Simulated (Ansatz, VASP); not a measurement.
One calculation of Bi, two programs

```
Bi
1.0
    -1.68259    1.68259    2.44480
     1.68259   -1.68259    2.44480
     1.68259    1.68259   -2.44480
Bi
1
Direct
  0.00000 0.00000 0.00000
```

Alike in both runs: task single point; functional PBE; dispersion D3(BJ); k mesh 18 × 18 × 18; occupations gaussian, width 0.15 eV; no spin polarisation.

|  | VASP | Ansatz |
| --- | --- | --- |
| version | VASP 6.6.1 | Ansatz 0.2.0 |
| potentials or method | VASP PAW PBE potentials, release 64 (Bi_d) | scalar-relativistic, plane waves, PAW |
| plane-wave cutoff (eV) | 520 | 420 |
| valence electrons in the cell | 15 | 15 |

|  | VASP | Ansatz | Ansatz less VASP |
| --- | --- | --- | --- |
| gap on the k mesh at the Fermi level (eV) | none | none | - |
| pressure (GPa) | 6.3 | 6.3 | +0.06 |

A gap of «none» marks a metal or a gap that the smearing closes. The functional is the same, so the differences come from potentials, cutoffs and numerics.

Caveats: spin-orbit coupling is left out, which moves the levels of the heavy elements; pairwise dispersion overbinds metals, which lowers pressure and volume.
